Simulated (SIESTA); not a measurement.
# I in SIESTA: convergence with real-space mesh cutoff

The system is I.

```
I
1.0
    -1.58994    1.63206    4.23669
     1.68421   -1.64020    4.27552
     1.55534    1.60560   -4.23977
I
1
Direct
  0.00275 0.01163 0.01539
```

The cell isn't the ideal one: cell strained at random at fixed volume.

```yaml
Program: SIESTA 5.4.2
Task: single point
Functional: RPBE
Potentials_or_basis: PseudoDojo 0.4 standard (PBE files)
Basis: DZP (energy shift 0.002 Ry)
Grid_cutoff: 100 Ry
Energy_shift: 0.002 Ry
k_mesh: 8 × 8 × 8
Occupations: fermi-dirac, width 0.05 eV
Spin: no spin polarisation
```

These are the settings of the first run; the series varies real-space mesh cutoff, with any setting tied to it.

Hardware: 1 thread of Arm Neoverse V2 (shared host).

Task: The values tried are 100 Ry, 150 Ry, 200 Ry, 300 Ry, 400 Ry, 500 Ry, 700 Ry, 900 Ry, 1200 Ry, loosest first. From which on does the energy stay within 1 meV/atom of the tightest run that finished?

Result: From 150 Ry on.

```
real-space mesh cutoff  energy less the tightest run, at zero smearing (meV/atom)  SCF cycles  CPU time (s)  peak memory (GiB)
                100 Ry                                                      -1.53           8           2.3               0.13
                150 Ry                                                      -0.75           8           2.6               0.13
                200 Ry                                                      -0.04           8           3.3               0.14
                300 Ry                                                      -0.01           8           4.8               0.16
                400 Ry                                                      -0.02           8           4.5               0.15
                500 Ry                                                      -0.01           8             6               0.17
                700 Ry                                                       0.00           8            12               0.26
                900 Ry                                                       0.00           8            11               0.24
               1200 Ry                                                       0.00           8            18               0.33
```

Values are those asked for, which the program may round to a finer grid. The tightest run that finished is the yardstick and may itself not be fully converged.

Caveat, for the tightest run too: the basis of atomic orbitals isn't converged, which shifts pressures, moduli and gaps; an odd number of electrons without spin polarisation forces a metal; a magnetic or distorted state may lie lower. Spin-orbit coupling is left out, which matters for the levels of I.
